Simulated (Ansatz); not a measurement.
Input:

BeO:
```xyz
8
Lattice="2.7085 0.0000 0.0000 -1.3543 2.3457 0.0000 0.0000 0.0000 8.8230" Properties=species:S:1:pos:R:3 pbc="T T T"
Be     0.0000     0.0000     0.0072
Be     0.0000     0.0000     4.4187
Be     1.3543     0.7819     6.6187
Be     0.0000     1.5638     2.2072
O      0.0000     0.0000     7.1675
O      0.0000     0.0000     2.7561
O      1.3543     0.7819     4.9609
O      0.0000     1.5638     0.5495
```

This is the PBE-relaxed structure. Tensor components refer to the Cartesian frame of this cell.

Question: All from the program Ansatz at the PBE level (PAW), unless another level is named. Predict the Poisson's ratio.

Answer: 0.21.

Question: And the zero-point energy?

Answer: 112.8 meV/atom.

Question: Give the piezoelectric stress constants (proper, relaxed ions, C/m²).

Answer: e15 = e24 = -0.03, e31 = e32 = 0.03, e33 = -0.02.

Question: What about the highest zone-centre frequency (without LO–TO term)?

Answer: 998 cm^-1.

Space group P6_3mc. The cell is a constructed one: a structure type filled with these elements. Its sites differ from those of the usual phase in this space group: another stacking or structure type. The cell was relaxed with PBE under the symmetry of its start; phonons on a q-mesh show no instability.

Potentials: the later of the program's two PAW sets.
